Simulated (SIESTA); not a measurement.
A run of SIESTA 5.4.2:

The input ZnS.fdf:

```
SystemName                      ZnS
SystemLabel                     ZnS
NumberOfSpecies                 2
NumberOfAtoms                   12
%block ChemicalSpeciesLabel
  1  30 Zn
  2  16 S
%endblock ChemicalSpeciesLabel

LatticeConstant                 1.0 Ang
%block LatticeVectors
     3.8120000000     0.0000000000     0.0000000000
    -1.9060000000     3.3012888392     0.0000000000
     0.0000000000     0.0000000000    18.6899900000
%endblock LatticeVectors
AtomicCoordinatesFormat         Fractional
%block AtomicCoordinatesAndAtomicSpecies
     0.3333333333     0.6666666667     0.8333300000  1  Zn
     0.6666666667     0.3333333333     0.3333300000  1  Zn
     0.6666666667     0.3333333333     0.6666700000  1  Zn
     0.3333333333     0.6666666667     0.1666700000  1  Zn
     0.0000000000     0.0000000000     0.5000000000  1  Zn
     0.0000000000     0.0000000000     0.0000000000  1  Zn
     0.3333333333     0.6666666667     0.9583300000  2  S
     0.6666666667     0.3333333333     0.4583300000  2  S
     0.6666666667     0.3333333333     0.7916700000  2  S
     0.3333333333     0.6666666667     0.2916700000  2  S
     0.0000000000     0.0000000000     0.6250000000  2  S
     0.0000000000     0.0000000000     0.1250000000  2  S
%endblock AtomicCoordinatesAndAtomicSpecies

%block kgrid.MonkhorstPack
    8   0   0  0.0
    0   8   0  0.0
    0   0   2  0.0
%endblock kgrid.MonkhorstPack
XC.Functional                   GGA
XC.Authors                      PBE
PAO.BasisSize                   TZP
PAO.EnergyShift                 0.01 Ry
Mesh.Cutoff                     800 Ry
OccupationFunction              FD
ElectronicTemperature           0.05 eV
MaxSCFIterations                120
SCF.MustConverge                false
SCF.Mixer.Method                Pulay
SCF.Mixer.Weight                0.25
SCF.Mixer.History               8
SCF.DM.Tolerance                5.0e-05
SCF.H.Tolerance                 1.0e-03 eV
WriteForces                     true
Charge.Mulliken                 end
BandLinesScale                  ReciprocalLatticeVectors
%block BandLines
    1    0.000000   0.000000   0.000000  \Gamma
   14    0.500000   0.000000   0.000000  M
    8    0.333333   0.333333   0.000000  K
   16    0.000000   0.000000   0.000000  \Gamma
    2    0.000000   0.000000   0.500000  A
   14    0.500000   0.000000   0.500000  L
    8    0.333333   0.333333   0.500000  H
   16    0.000000   0.000000   0.500000  A
    1    0.500000   0.000000   0.500000  L
    2    0.500000   0.000000   0.000000  M
    1    0.333333   0.333333   0.000000  K
    2    0.333333   0.333333   0.500000  H
%endblock BandLines
```

Potentials or basis: PseudoDojo 0.4 standard (PBE files), TZP (energy shift 0.01 Ry).

Command:

```sh
$ siesta < ZnS.fdf > ZnS.out 2>&1
```

Hardware: 1 thread of Arm Neoverse V1 (shared host).

Question: Estimate the wall time of this run.

Answer: Wall time 110 s on 1 thread of Arm Neoverse V1, on a shared host, peak memory 0.53 GiB. Counts: scf iterations 10, k points 77, bands 252.
